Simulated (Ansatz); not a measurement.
# ZnCu: how the settings move a single-point run

Aim: see which settings change the result for ZnCu, by how much, and at what cost.

Computed with Ansatz 0.2.0 (reference: DFT, PBE, PAW with Ansatz's default frozen-core files, fully relativistic files with spin-orbit coupling, unless a step's input says otherwise).

1 further run of the same task is left out (it didn't finish). Runs told in other sessions of the task aren't counted.

### 1 Starting point

It takes space group Pm-3m (No. 221, cubic). Conventional cell: a = 2.945 Å, b = 2.945 Å, c = 2.945 Å, α = 90.00°, β = 90.00°, γ = 90.00°. Zn (site symmetry m-3m) is surrounded by 8 Cu at 2.55 Å. Cu (site symmetry m-3m) has 8 Zn at 2.55 Å in its first shell of neighbours.

Structure file:

```
CELL_PARAMETERS angstrom
2.94500 0.00000 0.00000
0.00000 2.94500 0.00000
0.00000 0.00000 2.94500
ATOMIC_POSITIONS crystal
Zn 0.50000 0.50000 0.50000
Cu 0.00000 0.00000 0.00000
```

### 2 Baseline

input.yaml reads:

```yaml
crystal:
  lattice:
    - [2.945, 0.0, 0.0]
    - [0.0, 2.945, 0.0]
    - [0.0, 0.0, 2.945]
  atoms:
    - { symbol: Zn, position: [0.5, 0.5, 0.5] }
    - { symbol: Cu, position: [0.0, 0.0, 0.0] }
kpoints:
  mp_grid: { grid: [14, 14, 14] }
  band_path:
    path:
      - [0.0, 0.0, 0.0]
      - [0.0, 0.5, 0.0]
      - [0.5, 0.5, 0.0]
      - [0.0, 0.0, 0.0]
      - [0.5, 0.5, 0.5]
      - [0.0, 0.5, 0.0]
      - [0.5, 0.5, 0.5]
      - [0.5, 0.5, 0.0]
    npoints: 5
scf:
  occupations: { method: fermi_dirac, width: 0.05 }
hamiltonian:
  xc: pbe
  pseudopotentials: { kind: paw_fr }
output:
  forces: true
  stress: true
  eigenvalues: true
  efg: { contact_densities: true }
  write_density: true
  write_potential: true
  elf: true
  volumetric_format: npy
magnetization:
  noncollinear: true
  spin_orbit: true
```

Run with:

```bash
$ ansatz run input.yaml --threads 1 --pin off --max-ram 2048MiB --backend cpu --events-out ev --progress --plain --runs-dir out
```

### 3 Changed: mp_grid.grid [9, 9, 9], eigensolver.kind davidson, basis.precision f64

input.yaml, as its differences from that of step 2:

```diff
@@ -9,3 +9,3 @@
 kpoints:
-  mp_grid: { grid: [14, 14, 14] }
+  mp_grid: { grid: [9, 9, 9] }
   band_path:
@@ -23,2 +23,3 @@
   occupations: { method: fermi_dirac, width: 0.05 }
+  eigensolver: { kind: davidson }
 hamiltonian:
@@ -38 +39,3 @@
   spin_orbit: true
+basis:
+  precision: f64
```

What does the calculation give? Wanted: for each run, ending; energy change; pressure; gap; force.

**Answer**, as computed:

```tsv
run	ending	energy change	pressure (GPa)	gap (eV)	force (eV/Å)	cycles	time
reference	converged	0	2.2	0.00	0.00	10	12 s
1: mp_grid.grid [9, 9, 9], eigensolver.kind davidson, basis.precision f64	converged	+8.2 meV/atom	2.5	0.00	0.00	10	9.1 s
```

Residual by cycle in the longest SCF loop of each run; runs are numbered as in the table. The quantity is the density residual dr2, in eV.

```tsv
cycle	reference	run 1
1	13.3	13.6
2	0.228	5.05
3	0.168	0.0837
4	0.0245	0.186
5	0.00433	0.00181
6	0.00577	3.9e-4
7	2.4e-4	2.9e-4
8	2.5e-5	2.8e-5
9	1.9e-6	4.9e-6
10	2.3e-8	3.9e-8
```

Changing the k-point mesh, solver and arithmetic precision moves the energy by +8.2 meV/atom. Sampling errors of the energy have no fixed sign. The other settings changed steer the path, not the converged energy, so the shift is the mesh's.
